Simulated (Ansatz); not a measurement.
Free-standing chains of the atoms of NaH, named by their start (strip: triangular double chain, ladder: square double chain); atoms and period are relaxed, and energies count from relaxed bulk NaH (Fm-3m, 13.75 Å³/atom, gap on the mesh 3.61 eV).

Computed with DFT PBEsol, scalar-relativistic, plane waves, PAW (Ansatz).

Cutoff 420 eV, Gaussian smearing of 0.05 eV, energies at zero smearing, symmetry of each start kept, collinear spin where a moment is listed.

| start | atoms | k mesh | excess energy (eV per host atom) | period (Å) | gap on the mesh (eV) | highest filled level or Fermi level under vacuum (eV) |
| --- | --- | --- | --- | --- | --- | --- |
| linear chain | 2 | 1×1×15 | 0.376 | 4.019 | 3.92 | 4.54 |
| dimerised chain | 2 | 1×1×15 | 0.376 | 4.014 | 3.92 | 4.54 |
| zigzag chain | 2 | 1×1×17 | 0.376 | 4.013 | 3.94 | 4.53 |
| ladder chain | 4 | 1×1×15 | 0.276 | 4.204 | 3.77 | 4.50 |
| strip chain* | 2 | 1×1×28 | 0.376 | 4.014 | 3.97 | 4.52 |

Zero in every row: size of the moment (μB per cell).

* ends far from its start.

An odd mesh misses points on the zone edge, so a gap read on it can be too wide.

Each run keeps its start's symmetry and one magnetic start, so lower states can exist. Rows stand on unlike meshes and boxes, so starts that end alike can differ by a few hundredths of an eV per atom.

Cost: 5 runs of about 8.1 core-minutes in all, on Intel Xeon Platinum 8488C (Sapphire Rapids) (shared hosts).